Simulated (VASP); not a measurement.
Here is a VASP 6.6.1 calculation.

The input INCAR:

```
SYSTEM = BaTiO3
ALGO = Fast
EDIFF = 1E-7
EDIFFG = -0.01
ENCUT = 600
GGA = PS
IBRION = 2
ISIF = 4
ISMEAR = 0
KPAR = 2
LASPH = .True.
LCHARG = .False.
LREAL = .False.
LWAVE = .False.
NELM = 80
NSW = 40
PREC = Accurate
SIGMA = 0.03
```

File KPOINTS:

```
k-points
0
Gamma
  7 7 7
  0 0 0
```

The input POSCAR:

```
BaTiO3                                  
1.0
    2.8276180773      1.6325260580      2.3176315481
   -2.8276180773      1.6325260580      2.3176315481
    0.0000000000     -3.2650521163      2.3176315481
  Ba              Ti              O             
     1     1     3
Direct
     0.9980254370610444    0.9980254370610444    0.9980254370610444
     0.4859722336824824    0.4859722336824824    0.4859722336824824
     0.5093011343422549    0.5093011343422549    0.0166000605719614
     0.0166000605719614    0.5093011343422549    0.5093011343422549
     0.5093011343422549    0.0166000605719614    0.5093011343422549
```

Potentials or basis: VASP PAW PBE potentials, release 64 (Ba_sv, Ti_sv, O).

Launch:

```sh
$ cat potpaw_PBE.64/Ba_sv/POTCAR potpaw_PBE.64/Ti_sv/POTCAR potpaw_PBE.64/O/POTCAR > POTCAR
$ mpirun -np 2 vasp_std > vasp.out
```

(1) Estimate the band gap on the k mesh.

Answers

(1) 2.33 eV, indirect (least direct gap 2.65 eV).

Caveat: the relaxation stopped at its first step, so nothing moved; spin-orbit coupling is left out, which moves the levels of the heavy elements; an odd mesh through Γ misses points on the zone boundary, where band edges often lie.
